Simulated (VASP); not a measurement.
Here is a VASP 6.6.1 calculation.

POSCAR

```
Au
1.0
   -1.6198059006      1.6198059006      1.6198059006
    1.6198059006     -1.6198059006      1.6198059006
    1.6198059006      1.6198059006     -1.6198059006
Au
1
Direct
    0.0000000000      0.0000000000      0.0000000000
```

INCAR.step1

```
PREC = Accurate
ENCUT = 520
ISMEAR = 0
SIGMA = 0.1
LREAL = False
LASPH = True
NELM = 100
NBANDS = 12
GGA = PE
ALGO = Normal
EDIFF = 1E-4
LWAVE = True
LCHARG = False
```

Contents of INCAR.step2:

```
PREC = Accurate
ENCUT = 520
EDIFF = 1E-6
ISMEAR = 0
SIGMA = 0.1
LREAL = False
LASPH = True
NELM = 100
ALGO = Normal
ISIF = 2
LWAVE = False
LCHARG = False
METAGGA = R2SCAN
LMIXTAU = True
NBANDS = 12
ISTART = 1
```

KPOINTS

```
Automatic mesh
0
Gamma
  8 8 8
```

Potentials or basis: VASP PAW PBE potentials, release 64 (Au).

Launch:

```bash
$ cat potpaw_PBE.64/Au/POTCAR > POTCAR
$ cp INCAR.step1 INCAR
$ mpirun -np 1 vasp_std > vasp.out
$ cp INCAR.step2 INCAR
$ mpirun -np 1 vasp_std > vasp.out
```

(1) What does it give for the band gap on the k mesh?

(2) What does it give for the pressure?

Results:

(1) none (metal or under the smearing width).

(2) 6.0 GPa.

Caveat: the PAW data sets were made with another functional, which shifts forces and pressure a little.
